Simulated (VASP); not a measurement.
# CaO (Fm-3m) in VASP: single point with PBE

Aim: the single point of CaO with PBE.

All numbers are computed with VASP 6.6.1; they aren't measurements. Logs are shortened: lines on timing, memory, paths and dates and some standing lists are left out, and cuts for length are marked.

## 1. Starting point

The structure is cubic, space group Fm-3m (No. 225). Conventional cell: a = 4.807 Å, b = 4.807 Å, c = 4.807 Å, α = 90.00°, β = 90.00°, γ = 90.00°. Around Ca (site symmetry m-3m) lie 6 O at 2.40 Å. O (site symmetry m-3m) has 6 Ca at 2.40 Å as nearest neighbours.

The cell is a database's computed one.

## 2. Single point, PBE

INCAR reads:

```
ALGO = Fast ; EDIFF = 1E-6
ENCUT = 520 ; GGA = PE
ISIF = 2 ; ISMEAR = 0
LASPH = True ; LCHARG = False
LREAL = False ; LWAVE = False
NBANDS = 15 ; NELM = 100
PREC = Accurate ; SIGMA = 0.1
```

KPOINTS reads:

```
k-points
0
Gamma
  6 6 6
```

POSCAR reads:

```
CaO
1.0
    0.0000000000      2.4035560000      2.4035560000
    2.4035560000      0.0000000000      2.4035560000
    2.4035560000      2.4035560000      0.0000000000
Ca O
1 1
Direct
    0.0000000000      0.0000000000      0.0000000000
    0.5000000000      0.5000000000      0.5000000000
```

Potentials or basis: VASP PAW PBE potentials, release 64 (Ca_sv, O).

Run with:

```console
cat potpaw_PBE.64/Ca_sv/POTCAR potpaw_PBE.64/O/POTCAR > POTCAR
mpirun -np 1 vasp_std > vasp.out
```

OUTCAR:

```text
EDIFF = 1E-6
   ENCUT = 520
   GGA = PE
   ISIF = 2
   ISMEAR = 0
   LASPH = True
   LREAL = False
   NELM = 100
   PREC = Accurate

 ion  position               nearest neighbor table
   1  0.000  0.000  0.000-   2 2.40   2 2.40   2 2.40   2 2.40   2 2.40   2 2.40
   2  0.500  0.500  0.500-   1 2.40   1 2.40   1 2.40   1 2.40   1 2.40   1 2.40

  LATTYP: Found a face centered cubic cell.
 ALAT       =     4.8071120000

  Lattice vectors:

 A1 = (   0.0000000000,   2.4035560000,   2.4035560000)
 A2 = (   2.4035560000,   0.0000000000,   2.4035560000)
 A3 = (   2.4035560000,   2.4035560000,   0.0000000000)

Analysis of symmetry for initial positions (statically):
=====================================================================
 Subroutine PRICEL returns:
 Original cell was already a primitive cell.

 Routine SETGRP: Setting up the symmetry group for a
 face centered cubic supercell.

 Subroutine GETGRP returns: Found 48 space group operations
 (whereof 48 operations were pure point group operations)
 out of a pool of 48 trial point group operations.

The static configuration has the point symmetry O_h .

Analysis of symmetry for dynamics (positions and initial velocities):
=====================================================================
 Subroutine PRICEL returns:
 Original cell was already a primitive cell.

 Routine SETGRP: Setting up the symmetry group for a
 face centered cubic supercell.

 Subroutine GETGRP returns: Found 48 space group operations
 (whereof 48 operations were pure point group operations)
 out of a pool of 48 trial point group operations.

The dynamic configuration has the point symmetry O_h .

 Subroutine INISYM returns: Found 48 space group operations
 (whereof 48 operations are pure point group operations),
 and found     1 'primitive' translations

----------------------------------------------------------------------------------------

                                     Primitive cell

  volume of cell :      27.7711

  direct lattice vectors                    reciprocal lattice vectors
     0.000000000  2.403556000  2.403556000    -0.208025109  0.208025109  0.208025109
     2.403556000  0.000000000  2.403556000     0.208025109 -0.208025109  0.208025109
     2.403556000  2.403556000  0.000000000     0.208025109  0.208025109 -0.208025109

  length of vectors
     3.399141493  3.399141493  3.399141493     0.360310059  0.360310059  0.360310059

  position of ions in fractional coordinates (direct lattice)
     0.000000000  0.000000000  0.000000000
     0.500000000  0.500000000  0.500000000

  ion indices of the primitive-cell ions
   primitive index   ion index
                 1           1
                 2           2

----------------------------------------------------------------------------------------

 KPOINTS: k-points

Automatic generation of k-mesh.
 Grid dimensions read from file:
 generate k-points for:    6    6    6

 Generating k-lattice:

  Cartesian coordinates                     Fractional coordinates (reciprocal lattice)
    -0.034670852  0.034670852  0.034670852     0.166666667  0.000000000  0.000000000
     0.034670852 -0.034670852  0.034670852     0.000000000  0.166666667  0.000000000
     0.034670852  0.034670852 -0.034670852     0.000000000  0.000000000  0.166666667

  Length of vectors
     0.060051676  0.060051676  0.060051676

  Shift w.r.t. Gamma in fractional coordinates (k-lattice)
     0.000000000  0.000000000  0.000000000

 Subroutine IBZKPT returns following result:
 ===========================================

 Found     16 irreducible k-points:

 Following reciprocal coordinates:
            Coordinates               Weight
  0.000000  0.000000  0.000000      1.000000
  0.166667  0.000000  0.000000      8.000000
  0.333333  0.000000  0.000000      8.000000
  0.500000  0.000000  0.000000      4.000000
  0.166667  0.166667  0.000000      6.000000
  0.333333  0.166667  0.000000     24.000000
[... 8 lines left out ...]
 -0.333333  0.333333  0.166667     24.000000
 -0.333333  0.500000  0.166667     12.000000
   k-points           NKPTS =     16   k-points in BZ     NKDIM =     16   number of bands    NBANDS=     15
   number of dos      NEDOS =    301   number of ions     NIONS =      2
   total plane-waves  NPLWV =  21952
   dimension x,y,z NGX =    28 NGY =   28 NGZ =   28
   dimension x,y,z NGXF=    56 NGYF=   56 NGZF=   56
   ions per type =               1   1
   NGX,Y,Z   is equivalent  to a cutoff of  13.69, 13.69, 13.69 a.u.
   NGXF,Y,Z  is equivalent  to a cutoff of  27.39, 27.39, 27.39 a.u.
 SYSTEM =  unknown system
   PREC   = accura    normal or accurate (medium, high low for compatibility)
   ISTART =      0    job   : 0-new  1-cont  2-samecut
   ICHARG =      2    charge: 1-file 2-atom 10-const
   ISPIN  =      1    spin polarized calculation?
   LNONCOLLINEAR =      F non collinear calculations
   LSORBIT =      F    spin-orbit coupling
   LASPH  =      T    aspherical Exc in radial PAW
   ENCUT  =  520.0 eV  38.22 Ry    6.18 a.u.   6.32  6.32  6.32*2*pi/ulx,y,z
   NELM   =    100;   NELMIN=  2; NELMDL= -5     # of ELM steps
   EDIFF  = 0.1E-05   stopping-criterion for ELM
   LREAL  =      F    real-space projection
   EDIFFG = 0.1E-04   stopping-criterion for IOM
   NSW    =      0    number of steps for IOM
   IBRION =     -1    ionic relax: 0-MD 1-quasi-New 2-CG
   NFREE  =      0    steps in history (QN), initial steepest desc. (CG)
   ISIF   =      2    stress and relaxation
   ISYM   =      2    0-nonsym 1-usesym 2-fastsym
   POTIM  = 0.5000    time-step for ionic-motion
   TEBEG  =    0.0;   TEEND  =   0.0 temperature during run
   PSTRESS=    0.0 pullay stress
   NELECT =      16.0000    total number of electrons
   NUPDOWN=      -1.0000    fix difference up-down
   EMIN   =  10.00;   EMAX   =-10.00  energy-range for DOS
   EFERMI =   0.00;   METHOD = LEGACY
   ISMEAR =     0;   SIGMA  =   0.10  broadening in eV -4-tet -1-fermi 0-gaus
   EFERMI_NEDOS =   21; number of points for ismear=-14 and -15
   IALGO  =     68    algorithm
   IMIX   =      4    mixing-type and parameters
     AMIX     =   0.40;   BMIX     =  1.00
     AMIX_MAG =   1.60;   BMIX_MAG =  1.00
  volume/ion in A,a.u.               =      13.89        93.70
  Fermi-wavevector in a.u.,A,eV,Ry     =   1.362230  2.574242 25.247947  1.855672
  Thomas-Fermi vector in A             =   2.488738
   LORBIT       =      0    0 simple, 1 ext, 2 COOP (PROOUT), +10 PAW based schemes
   GGA     = PE    functional components
   LHFCALC =     F    Hartree Fock is set to
   AEXX    =    0.0000 exact exchange contribution
   IVDW    =     0    specifies the selected vdW correction
   LEPSILON=     F    determine dielectric tensor
   LRPA    =     F    only Hartree local field effects (RPA)
 non-spin polarized calculation
 RMM-DIIS sequential band-by-band and
 Gauss-broadening in eV      SIGMA  =   0.10
  energy-cutoff  :      520.00
  volume of cell :       27.77
 maximum number of plane-waves:       757
 NGX is ok and might be reduce to    28
   NGX = 13   NGY = 13   NGZ = 13

 number of electron      15.9999997 magnetization

 Free energy of the ion-electron system (eV)
  ---------------------------------------------------
  ext. energy  EPLUGINS =         0.00000000
  ---------------------------------------------------
  free energy    TOTEN  =       -12.80124369 eV

  energy without entropy =      -12.80124369  energy(sigma->0) =      -12.80124369

 E-fermi :   2.8253     XC(G=0): -10.4733

 val. band max:        2.3465947925   @ k =   0.0000   0.0000   0.0000
 cond. band min:       5.9830332453   @ k =   0.5000   0.5000   0.0000
 fundamental gap:      3.6364384528
 Fermi energy:         2.8253377872

 k-point     1 :       0.0000    0.0000    0.0000
  band No.  band energies     occupation
      1     -35.2911      2.00000
      2     -16.0554      2.00000
      3     -16.0554      2.00000
      4     -16.0554      2.00000
      5     -13.1847      2.00000
      6       2.3466      2.00000
      7       2.3466      2.00000
      8       2.3466      2.00000
      9       7.0568      0.00000
     10       8.5717      0.00000
     11       8.5717      0.00000
     12       8.5717      0.00000
     13      10.0747      0.00000
     14      10.0747      0.00000
     15      17.4168      0.00000

 k-point     2 :       0.1667    0.0000    0.0000
  band No.  band energies     occupation
      1     -35.2657      2.00000
      2     -16.4003      2.00000
      3     -16.0690      2.00000
      4     -16.0690      2.00000
      5     -12.8218      2.00000
      6       1.4885      2.00000
      7       1.9967      2.00000
      8       1.9967      2.00000
      9       8.1621      0.00000
     10       8.5520      0.00000
     11       9.0297      0.00000
     12       9.0297      0.00000
     13      10.6994      0.00000
     14      10.6994      0.00000
     15      18.2658      0.00000

 k-point     3 :       0.3333    0.0000    0.0000
  band No.  band energies     occupation
      1     -35.2143      2.00000
      2     -16.9405      2.00000
      3     -16.0959      2.00000
      4     -16.0959      2.00000
      5     -12.2406      2.00000
      6       0.2316      2.00000
      7       1.4038      2.00000
      8       1.4038      2.00000
      9       8.8822      0.00000
     10      10.0807      0.00000
     11      10.0807      0.00000
     12      10.0860      0.00000
     13      11.9875      0.00000
     14      11.9875      0.00000
     15      17.5497      0.00000

 k-point     4 :       0.5000    0.0000    0.0000
  band No.  band energies     occupation
      1     -35.1883      2.00000
      2     -17.1683      2.00000
      3     -16.1092      2.00000
      4     -16.1092      2.00000
      5     -11.9895      2.00000
      6      -0.2908      2.00000
      7       1.1451      2.00000
      8       1.1451      2.00000
      9       9.3947      0.00000
     10      10.6998      0.00000
     11      10.6998      0.00000
     12      10.8486      0.00000
     13      12.7651      0.00000
     14      12.7651      0.00000
     15      16.5463      0.00000
[... 163 lines left out ...]
 k-point    14 :       0.5000    0.3333    0.1667
  band No.  band energies     occupation
      1     -35.1816      2.00000
      2     -16.7944      2.00000
      3     -16.3119      2.00000
      4     -16.1888      2.00000
      5     -12.4342      2.00000
      6       0.5116      2.00000
      7       1.3745      2.00000
      8       1.6014      2.00000
      9       7.7484      0.00000
     10       9.8954      0.00000
     11      10.8058      0.00000
     12      11.0348      0.00000
     13      12.0565      0.00000
     14      13.5996      0.00000
     15      17.5539      0.00000

 k-point    15 :      -0.3333    0.3333    0.1667
  band No.  band energies     occupation
      1     -35.1648      2.00000
      2     -16.7911      2.00000
      3     -16.3836      2.00000
      4     -16.2486      2.00000
      5     -12.4123      2.00000
      6       0.6264      2.00000
      7       1.2544      2.00000
      8       1.3386      2.00000
      9       8.8805      0.00000
     10       8.8857      0.00000
     11      11.0165      0.00000
     12      11.4413      0.00000
     13      12.4351      0.00000
     14      15.2334      0.00000
     15      16.0570      0.00000

 k-point    16 :      -0.3333    0.5000    0.1667
  band No.  band energies     occupation
      1     -35.1571      2.00000
      2     -16.5645      2.00000
      3     -16.4356      2.00000
      4     -16.3779      2.00000
      5     -12.6527      2.00000
      6       1.1354      2.00000
      7       1.2736      2.00000
      8       1.5380      2.00000
      9       7.3694      0.00000
     10      10.0146      0.00000
     11      10.6811      0.00000
     12      11.8826      0.00000
     13      12.0426      0.00000
     14      15.2651      0.00000
     15      15.9940      0.00000

------------------------ aborting loop because EDIFF is reached ----------------------------------------

  FORCE on cell =-STRESS in cart. coord.  units (eV):
  Direction    XX          YY          ZZ          XY          YZ          ZX
  --------------------------------------------------------------------------------------
  -------------------------------------------------------------------------------------
  Total        0.3900154      0.3900154      0.3900154      0.0000000      0.0000000     -0.0000000
  in kB       22.5008880     22.5008880     22.5008880      0.0000000      0.0000000     -0.0000000
  external PRESSURE =      22.5008880 kB  Pullay stress =       0.0000000 kB

 VOLUME and BASIS-vectors are now :
 -----------------------------------------------------------------------------
  energy-cutoff  :      520.00
  volume of cell :       27.77
      direct lattice vectors                 reciprocal lattice vectors
     0.000000000  2.403556000  2.403556000    -0.208025109  0.208025109  0.208025109
     2.403556000  0.000000000  2.403556000     0.208025109 -0.208025109  0.208025109
     2.403556000  2.403556000  0.000000000     0.208025109  0.208025109 -0.208025109

 POSITION                                       TOTAL-FORCE (eV/Angst)
 -----------------------------------------------------------------------------------
      0.00000      0.00000      0.00000        -0.000000     -0.000000      0.000000
      2.40356      2.40356      2.40356         0.000000      0.000000     -0.000000
 -----------------------------------------------------------------------------------
    total drift:                                0.000000      0.000000      0.000000

  FREE ENERGIE OF THE ION-ELECTRON SYSTEM (eV)
  ---------------------------------------------------
  free  energy   TOTEN  =       -12.8012436874 eV

  energy  without entropy=      -12.8012436874  energy(sigma->0) =      -12.80124369
```

Run time: 6.3 s. Hardware: 1 thread of Intel Xeon 6975P-C (Granite Rapids), shared host; peak memory 0.15 GiB.

What came out:

```
Free energy            : -12.8012 eV
Pressure               : 2.3 GPa
Band gap on the k mesh : 3.64 eV, indirect (least direct gap 4.01 eV)
```

Levels at points of the mesh, in eV from the valence-band top:
```tsv
k point	band 6	band 7	band 8	band 9	band 10	band 11
(0.00, 0.00, 0.00)	0.00	0.00	0.00	4.71	6.23	6.23
(0.50, 0.00, 0.00)	-2.64	-1.20	-1.20	7.05	8.35	8.35
(0.50, 0.50, 0.00)	-1.30	-0.37	-0.37	3.64	8.04	8.89
```

A k mesh can miss the band edges. As with any semilocal functional, this PBE gap is likely too small.
